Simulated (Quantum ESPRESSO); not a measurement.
Sr under changes of volume

One of the cells (56.319 Å³/atom); the others are scaled copies at fixed shape and fractional positions:

```
Sr
1.0
     0.00000    3.04235    3.04235
     3.04235    0.00000    3.04235
     3.04235    3.04235    0.00000
Sr
1
Direct
  0.00000 0.00000 0.00000
```

| Property | Result |
| --- | --- |
| Program | Quantum ESPRESSO 7.5 |
| Functional | PBE |
| Dispersion | D3(BJ) |
| Potentials or basis | PseudoDojo 0.4.1 SR PBE standard |
| Cutoff | 925 eV |
| Density cutoff | 3701 eV |
| k mesh | 8 × 8 × 8 |
| Occupations | fermi-dirac, width 0.05 eV |
| Spin | no spin polarisation |

```csv
volume (Å³/atom),energy over the lowest point (meV/atom),pressure (GPa)
52.940,0.00,-0.2
54.067,?,?
55.193,6.21,-0.6
56.319,11.59,-0.8
57.446,18.29,-1.0
58.572,26.18,-1.2
59.698,35.15,-1.3
```

**Question.** What does the run at 54.067 Å³/atom give?

**Answer.** Energy over the lowest point 2.29 meV/atom; pressure -0.4 GPa.

Worked out: A Birch-Murnaghan fit of order 3 (a polynomial in V^(-2/3)) to the other rows has its minimum at 52.08 Å³/atom, just outside them, with B0 = V·E''(V) = 12.7 GPa and B' = 3.7. It gives 2.30 meV/atom at 54.067 Å³/atom, against the run's 2.29, and -dE/dV = -0.4 GPa, against -0.4.

Energies are extrapolated to zero smearing.

Caveats: pairwise dispersion overbinds metals, which lowers pressure and volume.
